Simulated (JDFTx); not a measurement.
# Bi (Im-3m) in JDFTx: reference runs

Aim: a first look at Bi with PBEsol, on the cell as given and on a disturbed one.

All numbers are computed with JDFTx 1.7.0 (patched build); they aren't measurements. Logs are shortened: lines on timing, memory, paths and dates and some standing lists are left out, and cuts for length are marked. The log counts tension as positive stress, the text compression.

## 1. Starting point

The structure is cubic, space group Im-3m (No. 229). Conventional cell: a = 3.963 Å, b = 3.963 Å, c = 3.963 Å, α = 90.00°, β = 90.00°, γ = 90.00°. Around Bi (site symmetry m-3m) lie 8 Bi at 3.43 Å.

This isn't the form of Bi at room conditions, which is rhombohedral.

## 2. Single point, PBEsol

Input file Bi.in:

```
lattice \
   -3.7443610401     3.7443610401     3.7443610401 \
    3.7443610401    -3.7443610401     3.7443610401 \
    3.7443610401     3.7443610401    -3.7443610401
coords-type Lattice
ion Bi     0.0000000000     0.0000000000     0.0000000000 1

ion-species pseudo/Bi.upf
elec-cutoff 33
elec-ex-corr gga-PBEsol
kpoint-folding 9 9 9
elec-smearing Fermi 0.0018374661
elec-n-bands 13
electronic-SCF nIterations 100 energyDiffThreshold 1e-09
electronic-minimize nIterations 30 energyDiffThreshold 1e-7
converge-empty-states yes
forces-output-coords Cartesian

dump-name run.$VAR
dump End Ecomponents EigStats BandEigs Kpoints Forces Stress
```

Potentials or basis: PseudoDojo-SR-PBEsol-0.4.1-standard with smoothed tails.

Started as:

```
$ jdftx -c 1 -i Bi.in -o Bi.out
```

Standard output:

```text
*************** JDFTx 1.7.0 (patched build) ***************

Input parsed successfully to the following command list (including defaults):
[... the input with its defaults ...]

---------- Setting up symmetries ----------

Found 48 point-group symmetries of the bravais lattice
Found 48 space-group symmetries with basis
Applied RMS atom displacement 0 bohrs to make symmetries exact.

---------- Initializing the Grid ----------
R =
[     -3.74436      3.74436      3.74436  ]
[      3.74436     -3.74436      3.74436  ]
[      3.74436      3.74436     -3.74436  ]
unit cell volume = 209.987
G =
[ -1.43838e-17    0.83902    0.83902  ]
[    0.83902 -1.43838e-17    0.83902  ]
[    0.83902    0.83902 -1.43838e-17  ]
Minimum fftbox size, Smin = [  36  36  36  ]
Chosen fftbox size, S = [  36  36  36  ]

---------- Exchange Correlation functional ----------
Initalized PBEsol GGA exchange.
Initalized PBEsol GGA correlation.

---------- Setting up pseudopotentials ----------
Width of ionic core gaussian charges (only for fluid interactions / plotting) set to 0

Reading pseudopotential file 'pseudo/Bi.upf':
  'Bi' pseudopotential, 'PBESOL' functional
  Generated using ONCVPSP code by D. R. Hamann
  15 valence electrons, 3 orbitals, 6 projectors, 1001 radial grid points, with lMax = 2
    5D    l: 2   occupation: 10.0   eigenvalue: -0.994461
    6S    l: 0   occupation:  2.0   eigenvalue: -0.534159
    6P    l: 1   occupation:  3.0   eigenvalue: -0.168956
  Core radius for overlap checks: 2.37 bohrs.

Initialized 1 species with 1 total atoms.

Folded 1 k-points by 9x9x9 to 729 k-points.

---------- Setting up k-points, bands, fillings ----------
Reduced to 35 k-points under symmetry.
Computing the number of bands and number of electrons
Calculating initial fillings.
nElectrons:  15.000000   nBands: 13   nStates: 35

----- Setting up reduced wavefunction bases (one per k-point) -----
average nbasis = 1902.045 , ideal nbasis = 1901.332

---------- Setting up ewald sum ----------
Optimum gaussian width for ewald sums = 2.337898 bohr.
Real space sum over 2197 unit cells with max indices [  6  6  6  ]
Reciprocal space sum over 2197 terms with max indices [  6  6  6  ]

---------- Allocating electronic variables ----------
Initializing wave functions:  linear combination of atomic orbitals
Note: number of bands (13) exceeds available atomic orbitals (9)
Bi pseudo-atom occupations:   s ( 2 )  p ( 3 )  d ( 10 )
	FillingsUpdate:  mu: +0.441193089  nElectrons: 15.000000
LCAOMinimize: Iter:   0  F: -71.3481264309316145  |grad|_K:  8.302e-05  alpha:  1.000e+00
	FillingsUpdate:  mu: +0.441399463  nElectrons: 15.000000
LCAOMinimize: Iter:   1  F: -71.3481438122889529  |grad|_K:  1.083e-06  alpha:  8.538e-01  linmin: -3.891e-02  cgtest:  1.988e-01
LCAOMinimize: Encountered beta<0, resetting CG.
	FillingsUpdate:  mu: +0.441400504  nElectrons: 15.000000
LCAOMinimize: Iter:   2  F: -71.3481438157255639  |grad|_K:  2.120e-08  alpha:  9.913e-01  linmin:  3.777e-03  cgtest: -8.480e-03
	FillingsUpdate:  mu: +0.441400443  nElectrons: 15.000000
LCAOMinimize: Iter:   3  F: -71.3481438157266297  |grad|_K:  3.768e-09  alpha:  1.032e+00  linmin:  2.671e-01  cgtest: -9.128e-01
LCAOMinimize: Converged (|Delta F|<1.000000e-06 for 2 iters).

-------- Electronic minimization -----------
Will mix electronic density at each iteration.
	FillingsUpdate:  mu: +0.441400443  nElectrons: 15.000000
	FillingsUpdate:  mu: +0.433162760  nElectrons: 15.000000
SCF: Cycle:  0   F: -71.361345836875870   dF: -1.320e-02   |Residual|: 8.320e-03   |deigs|: 2.172e-01
	FillingsUpdate:  mu: +0.432674284  nElectrons: 15.000000
SCF: Cycle:  1   F: -71.361427592432847   dF: -8.176e-05   |Residual|: 4.753e-03   |deigs|: 3.760e-03
	FillingsUpdate:  mu: +0.432198698  nElectrons: 15.000000
SCF: Cycle:  2   F: -71.361435873138348   dF: -8.281e-06   |Residual|: 7.926e-04   |deigs|: 1.528e-03
	FillingsUpdate:  mu: +0.432230849  nElectrons: 15.000000
SCF: Cycle:  3   F: -71.361436400605442   dF: -5.275e-07   |Residual|: 8.110e-05   |deigs|: 3.081e-04
	FillingsUpdate:  mu: +0.432229318  nElectrons: 15.000000
SCF: Cycle:  4   F: -71.361436506593549   dF: -1.060e-07   |Residual|: 6.184e-05   |deigs|: 1.257e-04
	FillingsUpdate:  mu: +0.432231446  nElectrons: 15.000000
SCF: Cycle:  5   F: -71.361436531537137   dF: -2.494e-08   |Residual|: 2.318e-05   |deigs|: 1.005e-04
	FillingsUpdate:  mu: +0.432231816  nElectrons: 15.000000
SCF: Cycle:  6   F: -71.361436538267640   dF: -6.731e-09   |Residual|: 6.009e-06   |deigs|: 3.662e-04
	FillingsUpdate:  mu: +0.432232484  nElectrons: 15.000000
SCF: Cycle:  7   F: -71.361436540111640   dF: -1.844e-09   |Residual|: 2.954e-06   |deigs|: 1.954e-04
	FillingsUpdate:  mu: +0.432232246  nElectrons: 15.000000
SCF: Cycle:  8   F: -71.361436540515712   dF: -4.041e-10   |Residual|: 6.948e-07   |deigs|: 7.722e-05
	FillingsUpdate:  mu: +0.432232239  nElectrons: 15.000000
SCF: Cycle:  9   F: -71.361436540654751   dF: -1.390e-10   |Residual|: 3.275e-07   |deigs|: 7.946e-05
SCF: Converged (|Delta E|<1.000000e-09 for 2 iters).

Setting wave functions to eigenvectors of Hamiltonian
Converging empty states (this may take a while): |deigs|: 1.302e-04

# Stress tensor in Cartesian coordinates [Eh/a0^3]:
[  6.59172e-05            0            0  ]
[            0  6.59172e-05            0  ]
[            0            0  6.59172e-05  ]

# Ionic positions in lattice coordinates:
ion Bi   0.000000000000000   0.000000000000000   0.000000000000000 1

# Forces in Cartesian coordinates:
force Bi   0.000000000000000  -0.000000000000000  -0.000000000000000 1

# Energy components:
   Eewald =      -54.6707113289997793
       EH =       15.2870746682177412
     Eloc =      -44.9294957016879977
      Enl =      -15.2381850032316528
      Exc =      -21.4671792400032331
 Exc_core =       10.5639844770454694
       KE =       39.0932295932133229
-------------------------------------
     Etot =      -71.3612825354461364
       TS =        0.0001540052086193
-------------------------------------
        F =      -71.3614365406547506

IonicMinimize: Iter:   0  F: -71.361436540654751  |grad|_K:  0.000e+00
IonicMinimize: Converged (|grad|_K<1.000000e-04).

#--- Lowdin population analysis ---
# oxidation-state Bi +0.036

Dumping 'run.eigStats' ...
	eMin: -0.413431 at state 4 ( [ +0.000000 +0.000000 +0.444444 ] spin 0 )
	HOMO: +0.432117 at state 18 ( [ +0.111111 +0.222222 -0.222222 ] spin 0 )
	mu  : +0.432232
	LUMO: +0.440386 at state 17 ( [ +0.111111 +0.222222 +0.333333 ] spin 0 )
	eMax: +1.064507 at state 34 ( [ +0.444444 +0.444444 -0.444444 ] spin 0 )
	HOMO-LUMO gap: +0.008269
	Optical gap  : +0.033943 at state 28 ( [ +0.222222 +0.444444 -0.444444 ] spin 0 )
Done!
[note: the HOMO, LUMO and gaps printed at the end count levels as full or empty at half filling, so they show a gap where a level is partly filled]
```

Wall time 24 s (1 thread of Arm Neoverse V2, shared host); peak memory 0.06 GiB.

Results:

| Property | Result |
| --- | --- |
| Free energy | -1941.8436 eV |
| Pressure | -1.9 GPa |
| Band gap on the k mesh | none (metal or under the smearing width) |

Caveat: spin-orbit coupling is left out, which moves the levels of the heavy elements.

## 3. Single point, PBEsol (cell strained at random at fixed volume)

Bi.in: that of step 2 with these lines changed.

```diff
@@ -1,7 +1,7 @@
 lattice \
-   -3.7443610401     3.7443610401     3.7443610401 \
-    3.7443610401    -3.7443610401     3.7443610401 \
-    3.7443610401     3.7443610401    -3.7443610401
+   -3.8760021364     3.7967092282     3.9116537095 \
+    3.6514497605    -3.6927894092     3.7284409822 \
+    3.7108948752     3.6729416157    -3.7522345239
 coords-type Lattice
-ion Bi     0.0000000000     0.0000000000     0.0000000000 1
+ion Bi    -0.0137770000    -0.0173050000    -0.0196660000 1
```

Potentials or basis: PseudoDojo-SR-PBEsol-0.4.1-standard with smoothed tails.

Started as:

```
$ jdftx -c 1 -i Bi.in -o Bi.out
```

Standard output:

```text
*************** JDFTx 1.7.0 (patched build) ***************

Input parsed successfully to the following command list (including defaults):
[... the input with its defaults ...]

---------- Setting up symmetries ----------

Non-trivial transmission matrix:
[   1   0  -1  ]
[   1   1   0  ]
[   1   0   0  ]
with reduced lattice vectors:
[      3.832361      3.796709      3.876002  ]
[      3.687101     -3.692789     -3.651450  ]
[      3.631602      3.672942     -3.710895  ]

Found 2 point-group symmetries of the bravais lattice
Found 2 space-group symmetries with basis
Applied RMS atom displacement 0 bohrs to make symmetries exact.

---------- Initializing the Grid ----------
R =
[       -3.876      3.79671      3.91165  ]
[      3.65145     -3.69279      3.72844  ]
[      3.71089      3.67294     -3.75223  ]
unit cell volume = 209.987
G =
[ 0.00484331   0.856163   0.855783  ]
[   0.823953 0.000835814   0.859791  ]
[   0.811331   0.847549  0.0134578  ]
Minimum fftbox size, Smin = [  36  36  36  ]
Chosen fftbox size, S = [  36  36  36  ]

---------- Exchange Correlation functional ----------
Initalized PBEsol GGA exchange.
Initalized PBEsol GGA correlation.

---------- Setting up pseudopotentials ----------
Width of ionic core gaussian charges (only for fluid interactions / plotting) set to 0

[... 49 lines left out ...]
	FillingsUpdate:  mu: +0.433276364  nElectrons: 15.000000
SCF: Cycle:  2   F: -71.361234364251715   dF: -7.726e-06   |Residual|: 7.772e-04   |deigs|: 1.600e-03
	FillingsUpdate:  mu: +0.433296636  nElectrons: 15.000000
SCF: Cycle:  3   F: -71.361234906798430   dF: -5.425e-07   |Residual|: 8.147e-05   |deigs|: 3.478e-04
	FillingsUpdate:  mu: +0.433294873  nElectrons: 15.000000
SCF: Cycle:  4   F: -71.361235020088898   dF: -1.133e-07   |Residual|: 5.889e-05   |deigs|: 1.561e-04
	FillingsUpdate:  mu: +0.433297590  nElectrons: 15.000000
SCF: Cycle:  5   F: -71.361235045622223   dF: -2.553e-08   |Residual|: 1.924e-05   |deigs|: 1.122e-04
	FillingsUpdate:  mu: +0.433297447  nElectrons: 15.000000
SCF: Cycle:  6   F: -71.361235052799586   dF: -7.177e-09   |Residual|: 5.425e-06   |deigs|: 1.826e-04
	FillingsUpdate:  mu: +0.433297910  nElectrons: 15.000000
SCF: Cycle:  7   F: -71.361235054405014   dF: -1.605e-09   |Residual|: 2.688e-06   |deigs|: 1.268e-04
	FillingsUpdate:  mu: +0.433297745  nElectrons: 15.000000
SCF: Cycle:  8   F: -71.361235054901584   dF: -4.966e-10   |Residual|: 7.354e-07   |deigs|: 1.789e-04
	FillingsUpdate:  mu: +0.433297729  nElectrons: 15.000000
SCF: Cycle:  9   F: -71.361235055001544   dF: -9.996e-11   |Residual|: 2.326e-07   |deigs|: 8.593e-05
SCF: Converged (|Delta E|<1.000000e-09 for 2 iters).

Setting wave functions to eigenvectors of Hamiltonian
Converging empty states (this may take a while): |deigs|: 2.366e-04

# Stress tensor in Cartesian coordinates [Eh/a0^3]:
[  8.85389e-05  3.73142e-06 -1.38181e-05  ]
[  3.73142e-06  5.21379e-05 -2.98226e-06  ]
[ -1.38181e-05 -2.98226e-06  5.29545e-05  ]

# Ionic positions in lattice coordinates:
ion Bi  -0.013777000000000  -0.017305000000000  -0.019666000000000 1

# Forces in Cartesian coordinates:
force Bi   0.000000000000000   0.000000000000000   0.000000000000000 1

# Energy components:
   Eewald =      -54.6655932689452442
       EH =       15.2912226970759111
     Eloc =      -44.9388564705806104
      Enl =      -15.2385192949446537
      Exc =      -21.4672572349549249
 Exc_core =       10.5639843617142066
       KE =       39.0939607009323282
-------------------------------------
     Etot =      -71.3610585097029855
       TS =        0.0001765452985637
-------------------------------------
        F =      -71.3612350550015435

IonicMinimize: Iter:   0  F: -71.361235055001544  |grad|_K:  0.000e+00
IonicMinimize: Converged (|grad|_K<1.000000e-04).

#--- Lowdin population analysis ---
# oxidation-state Bi +0.036

Dumping 'run.eigStats' ...
	eMin: -0.414023 at state 37 ( [ +0.000000 +0.444444 -0.444444 ] spin 0 )
	HOMO: +0.433273 at state 21 ( [ +0.000000 +0.222222 -0.222222 ] spin 0 )
	mu  : +0.433298
	LUMO: +0.433370 at state 120 ( [ +0.111111 -0.111111 -0.222222 ] spin 0 )
	eMax: +1.056291 at state 334 ( [ +0.444444 -0.444444 -0.444444 ] spin 0 )
	HOMO-LUMO gap: +0.000097
	Optical gap  : +0.028860 at state 165 ( [ +0.222222 +0.444444 -0.222222 ] spin 0 )
Done!
```

It took 4 min on 1 thread of Arm Neoverse V2, shared host; peak memory 0.37 GiB.

What came out:

| Property | Result |
| --- | --- |
| Free energy | -1941.8381 eV |
| Pressure | -1.9 GPa |
| Band gap on the k mesh | none (metal or under the smearing width) |

Stress tensor (GPa, compression positive):
```
-2.60 -0.11  0.41
-0.11 -1.53  0.09
 0.41  0.09 -1.56
```

Levels at points of the mesh, in eV from the Fermi level:
```
           k point  band 5  band 6  band 7  band 8  band 9  band 10
(0.00, 0.00, 0.00)  -22.87  -13.58    4.82    5.14    5.22     8.99
```

Caveat: spin-orbit coupling is left out, which moves the levels of the heavy elements.
